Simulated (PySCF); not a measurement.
RbCl:

```
Rb Cl
1.0
     0.00000    3.27400    3.27400
     3.27400    0.00000    3.27400
     3.27400    3.27400    0.00000
Rb Cl
1 1
Direct
  0.00000 0.00000 0.00000
  0.50000 0.50000 0.50000
```

Base run:

| Item | Value |
| --- | --- |
| Program | PySCF 2.14.0 |
| Functional | PBE |
| Potentials or basis | DZVP-MOLOPT-SR/GTH-PBE (potentials made for PBE) |
| k mesh | 7 × 7 × 7 |
| Occupations | fermi-dirac, width 0.05 eV |
| Spin | no spin polarisation |

Its results: band gap on the k mesh 4.99 eV, direct.

Question: The run is repeated on the same cell with these changes: functional from PBE to PBEsol. What comes out?

Answer: Band gap on the k mesh 4.81 eV, direct.

Caveats: the basis of atomic orbitals isn't converged, which shifts pressures, moduli and gaps.

